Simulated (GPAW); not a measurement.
The system is ZnS.

```xyz
2
Lattice="0.0000 2.7020 2.7020 2.7020 0.0000 2.7020 2.7020 2.7020 0.0000" Properties=species:S:1:pos:R:3 pbc="T T T"
Zn    4.0530    4.0530    4.0530
S     0.0000    0.0000    0.0000
```

- Program: GPAW 26.7.0
- Task: relaxation of cell and atoms
- Functional: PBEsol
- Dispersion: D3
- Potentials or basis: PAW data sets generated in the run's folder for this functional
- Cutoff: 600 eV
- Basis: pw
- k mesh: 9 × 9 × 9
- Occupations: fermi-dirac, width 0.05 eV
- Spin: no spin polarisation

At the start: pressure -4.1 GPa; volume 19.73 Å³/atom.

Problem. How do energy, volume and symmetry change on relaxing?

Solution. Over 4 steps the energy falls by 13.3 meV/atom and the volume is 18.71 Å³/atom (-5.2 %); space group F-43m (No. 216, to 0.05 Å).

The path:
| step | energy change (eV) | largest force (eV/Å) | pressure (GPa) | volume (Å³) |
| --- | --- | --- | --- | --- |
| 1 | 0.0000 | 0.0000 | -4.11 | 39.45 |
| 2 | -0.0097 | 0.0000 | -3.35 | 39.03 |
| 3 | -0.0265 | 0.0000 | 0.26 | 37.30 |
| 4 | -0.0267 | 0.0000 | -0.01 | 37.42 |

Final structure:
```
Zn S
1.0
     0.00000    2.65478    2.65478
     2.65478    0.00000    2.65478
     2.65478    2.65478    0.00000
Zn S
1 1
Cartesian
  3.9822 3.9822 3.9822
  0.0000 0.0000 0.0000
```

Caveat: later steps reuse the first step's grids.
